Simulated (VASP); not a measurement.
Set up this calculation in VASP 6.6.1, as the native input.

```yaml
Task: relaxation of cell and atoms
Functional: PBE
Potentials_or_basis: VASP PAW PBE potentials, release 64 (Ga, Se)
Cutoff: 300 eV
k_mesh: 6 × 6 × 1
Occupations: gaussian, width 0.03 eV
Spin: no spin polarisation
Further_INCAR_settings: ALGO = Normal; EDIFF = 1e-06; IBRION = 2; EDIFFG = -0.01; NSW = 90; ISIF = 3
```

The structure of GaSe lies in POSCAR:

```
GaSe
1.0
    3.7420000000      0.0000000000      0.0000000000
   -1.8710000000      3.2406670610      0.0000000000
    0.0000000000      0.0000000000     15.9190000000
Ga Se
4 4
Direct
    0.3333333333      0.6666666667      0.1770000000
    0.6666666667      0.3333333333      0.6770000000
    0.3333333333      0.6666666667      0.3230000000
    0.6666666667      0.3333333333      0.8230000000
    0.3333333333      0.6666666667      0.6000000000
    0.6666666667      0.3333333333      0.1000000000
    0.3333333333      0.6666666667      0.9000000000
    0.6666666667      0.3333333333      0.4000000000
```

One way to write it, as run:

INCAR

```
SYSTEM = GaSe
  PREC = Accurate
  ENCUT = 300
  EDIFF = 1E-6
  ISMEAR = 0
  SIGMA = 0.03
  LREAL = .FALSE.
  LASPH = .TRUE.
  NELM = 80
  ALGO = Normal
  ISIF = 3
  LWAVE = .FALSE.
  LCHARG = .FALSE.
  GGA = PE
  IBRION = 2
  NSW = 90
  EDIFFG = -0.01
  KPAR = 2
```

KPOINTS

```
regular mesh
0
G
  6 6 1
  0 0 0
```

Potentials or basis: VASP PAW PBE potentials, release 64 (Ga, Se).

Launch:

```sh
$ cat potpaw_PBE.64/Ga/POTCAR potpaw_PBE.64/Se/POTCAR > POTCAR
$ mpirun -np 2 vasp_std > vasp.out
```

Results of the run:

```yaml
Relaxed_volume: 28.19 Å³/atom
Relaxed_cell: a = 3.825 Å, b = 3.825 Å, c = 17.794 Å, α = 90.00°, β = 90.00°, γ = 120.00°
Space_group_after_relaxing_to_0.05_Å: P6_3/mmc (No. 194)
Energy_gained_by_relaxing: 41.3 meV/atom
Ionic_steps: 21
Pressure_after_relaxing: 0.0 GPa
Largest_force_after_relaxing: 0.006 eV/Å
Band_gap_on_the_k_mesh: 1.23 eV, direct
```

Caveat: the volume moved by over 15 % at a fixed basis, so the end points are rough; an odd mesh through Γ misses points on the zone boundary, where band edges often lie; this functional lacks dispersion, which binds the layers, so the pressure and a relaxed spacing across them are unreliable, and here the layers came unbound; the volume moved by +17 % from the deposited cell, more than functionals usually miss.

Run time: 2.5 min on 2 MPI ranks on Intel(R) Xeon(R) Platinum 8488C (Sapphire Rapids), with other jobs on the host, peak memory 0.2 GiB a rank.
